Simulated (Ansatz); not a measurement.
Property card for P

Computed with Ansatz 0.2.0, DFT r2SCAN, scalar-relativistic, plane waves, PAW.

Cutoff 500 eV; k points 16×16×16 on the computed 2-atom cell (Γ-centred); Gaussian smearing, width 0.10 eV; no spin polarisation.

The structure is relaxed at this level of theory with its symmetry kept. This form isn't the element's structure at ambient conditions.

```yaml
crystal:
  lattice:
    - [-1.70099, 2.52345, 1.86584]
    - [1.70099, -2.52345, 1.86584]
    - [1.70099, 2.52345, -1.86584]
  atoms:
    - { symbol: P, position: [0.80233, 0.05233, 0.75000] }
    - { symbol: P, position: [0.19767, 0.94767, 0.25000] }
```

- Space group: Imma (No. 74)
- Volume per atom: 16.02 Å³
- Formation energy from the elements' standard states (uncorrected): +0.096 eV/atom
- Generalised Kohn–Sham band gap: none (metal)
- Density of states at the Fermi level: 0.11 states/eV per cell (so small that it hangs on the mesh: a semimetal, or crossings between mesh points)
- Löwdin character within 0.5 eV of the Fermi level: P 3p 75 %, P 3s 17 %, unprojected 8 %
- Bulk modulus: 49 GPa
- Its pressure derivative: 8.3
- Bader charges (e): P (2 in the cell) 0.00

Cost: 6 runs of about 5.6 core-minutes in all, on Intel Xeon 6975P-C (Granite Rapids) (shared hosts).